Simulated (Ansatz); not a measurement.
Relaxation of a periodic cell of 13 atoms, Cd12F (host Cd, host structure hcp, interstitial F), to a largest force component of 0.08 eV/Å in at most 25 steps.

Computed with Ansatz, DFT LDA, scalar-relativistic, plane waves, PAW. Settings: accuracy low, cutoff 420 eV, k mesh 2x2x2, fermi-dirac smearing 0.05 eV, no spin polarisation.

```xyz
13
Lattice="5.9600 0.0000 0.0000 -4.4700 7.7423 0.0000 0.0000 0.0000 5.6203" Properties=species:S:1:pos:R:3
Cd 0.000 0.000 0.000
Cd 0.000 1.721 2.810
Cd -1.490 2.581 0.000
Cd -1.490 4.301 2.810
Cd -2.980 5.162 0.000
Cd -2.980 6.882 2.810
Cd 2.980 0.000 0.000
Cd 2.980 1.721 2.810
Cd 1.490 2.581 0.000
Cd 1.490 4.301 2.810
Cd 0.000 5.162 0.000
Cd 0.000 6.882 2.810
F 1.530 2.608 1.926
```

Problem. Where does it end, and by what steps?

Solution. The run converged. Limits of this set-up: coarse k mesh, odd electron count without spin, a small cell, in which the defect meets its images, a typed lattice constant that wasn't relaxed here, low accuracy level. After 6 steps the energy has fallen by 3.211 eV; Cd10 moved furthest, 0.49 Å.

```
step  energy less start (eV)  largest force component (eV/Å)  accepted
   0                  0.0000                           5.652       yes
   1                 -2.5990                           1.797       yes
   2                 -3.0665                           0.457       yes
   3                 -3.1722                           0.322       yes
   4                 -3.1914                           0.180       yes
   5                 -3.2038                           0.081       yes
   6                 -3.2106                           0.034       yes
```

```xyz
13
Lattice="5.9600 0.0000 0.0000 -4.4700 7.7423 0.0000 0.0000 0.0000 5.6203" Properties=species:S:1:pos:R:3
Cd -0.065 -0.080 0.045
Cd -0.104 1.481 3.117
Cd -1.492 2.585 0.171
Cd -1.426 4.245 2.726
Cd -2.966 5.204 0.074
Cd -2.931 6.943 2.547
Cd 2.964 -0.024 -0.161
Cd 3.130 1.667 3.088
Cd 1.471 2.594 -0.364
Cd 1.662 4.599 3.165
Cd -0.099 5.182 -0.211
Cd -0.028 6.791 2.736
F 1.415 2.712 1.854
```

Whether the end is a true minimum wasn't checked by a vibrational analysis.

Run time: 27 s on 2 threads of Intel(R) Xeon(R) Platinum 8488C (Sapphire Rapids), with other jobs on the host, peak memory 0.8 GiB.
